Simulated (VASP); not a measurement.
Write the native input for VASP 6.6.1 that does the following.

```
Task                   : electric field gradients
Functional             : vdW-DF2
Potentials or basis    : VASP PAW PBE potentials, release 64 (Mo)
Cutoff                 : 500 eV
k mesh                 : 9 × 9 × 9
Occupations            : methfessel-paxton, width 0.2 eV
Spin                   : spin-orbit coupling, no magnetisation
Further INCAR settings : LREAL = Auto; ALGO = Normal; EDIFF = 1e-08
```

The structure of Mo lies in POSCAR:

```
Mo
2.7432
   -0.577358184565      0.577358184565      0.577358184565
    0.577358184565     -0.577358184565      0.577358184565
    0.577358184565      0.577358184565     -0.577358184565
Mo
1
Direct
    0.0000000000      0.0000000000      0.0000000000
```

One way to write it, as run:

INCAR

```
SYSTEM = Mo
  AGGAC = 0.0
  ALGO = Normal
  EDIFF = 1E-8
  ENCUT = 500
  GGA = ML
  GGA_COMPAT = .FALSE.
  ISIF = 2
  ISMEAR = 1
  LASPH = .TRUE.
  LCHARG = .FALSE.
  LEFG = .TRUE.
  LMAXMIX = 4
  LORBIT = 11
  LREAL = Auto
  LSORBIT = .TRUE.
  LUSE_VDW = .TRUE.
  LWAVE = .FALSE.
  MAGMOM = 0 0 0
  NELM = 100
  PREC = Accurate
  SIGMA = 0.2
  ZAB_VDW = -1.8867
```

KPOINTS

```
k-points
0
G
  9 9 9
  0 0 0
```

Potentials or basis: VASP PAW PBE potentials, release 64 (Mo).

Launch:

```sh
$ cat potpaw_PBE.64/Mo/POTCAR > POTCAR
$ mpirun -np 1 vasp_ncl > vasp.out
```

It gave:

| Quantity | Value |
| --- | --- |
| Pressure | 12.0 GPa |
| Valence electrons inside the program's atomic spheres | Mo 5.36 |

Caveat: the PAW data sets were made with another functional, which shifts forces and pressure a little.

Wall time 33 s on 1 thread of Intel(R) Xeon(R) 6975P-C (Granite Rapids), with other jobs on the host, peak memory 0.27 GiB.
